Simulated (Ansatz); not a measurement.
Predict the output of the script below (the Python package of Ansatz (0.2.0)).

Script `pbse_plan.py`:
```python
# -*- coding: utf-8 -*-
'''Dry run for PbSe: grids, bands and k-points.'''

from dataclasses import dataclass

import ansatz as az


@dataclass
class RunConfig:
    xc: str = 'pbesol'
    kgrid: tuple[int, ...] = (1, 3, 3)
    smearing: str = 'fixed'


cfg = RunConfig()


def main():
    system = (
        az.Lattice.from_parameters(13.219818, 4.456451, 4.415184, alpha=90.0, beta=90.0, gamma=90.0)
        .atom('Pb', (0.859581, 0.75, 0.910286))
        .atom('Pb', (0.359581, 0.75, 0.589714))
        .atom('Pb', (0.140419, 0.25, 0.089714))
        .atom('Pb', (0.640419, 0.25, 0.410286))
        .atom('Se', (0.642306, 0.75, 0.951754))
        .atom('Se', (0.142306, 0.75, 0.548246))
        .atom('Se', (0.357694, 0.25, 0.048246))
        .atom('Se', (0.857694, 0.25, 0.451754))
    )

    calculation = (
        system.calculation()
        .functional(cfg.xc)
        .pseudopotentials('nc')
        .kpoints(*cfg.kgrid)  # sampling of the Brillouin zone
        .occupations(cfg.smearing)  # whole-number filling, right only where there is a gap
    )
    session = calculation.session()
    print('features:', ', '.join(session.active_features))
    print('SCF threshold (eV):', session.dr2_threshold)
    planned = session.plan(dry_run=True)
    told = planned.describe()
    for name in ('ecut_ev', 'ecutrho_ev', 'n_bands', 'nominal_top_band', 'n_pw_range', 'fft_dense', 'fft_smooth', 'n_sym_ops', 'cell_volume_ang3'):
        print(f'{name:18s} {told[name]}')
    print('irreducible k-points and weights')
    for k, weight in zip(told.kpoints_frac, told.kweights):
        print(f'  {k[0]:8.4f} {k[1]:8.4f} {k[2]:8.4f}  {weight:.5f}')


if __name__ == '__main__':
    main()
```

```console
$ python pbse_plan.py
DeckWarning: basis.ecutwfc = 1170.089609 eV, auto-derived from the records' recommended cutoffs: set by Se (normal level)
features: PbeFamilyXc, StepOccupations
SCF threshold (eV): 1e-07
ecut_ev            1170.089609
ecutrho_ev         4680.358436
n_bands            72
nominal_top_band   60
n_pw_range         [23629, 23661]
fft_dense          [150, 50, 50]
fft_smooth         [150, 50, 50]
n_sym_ops          8
cell_volume_ang3   260.1138151879188
irreducible k-points and weights
    0.0000   0.0000   0.0000  0.11111
    0.0000   0.0000   0.3333  0.22222
    0.0000   0.3333   0.0000  0.22222
    0.0000   0.3333   0.3333  0.44444
```
(Warnings from the package without file and line.)

The structure comes from a database and needn't be a stable phase.

(A comment or docstring line of the script was reworded after the run, the code is as it ran.)
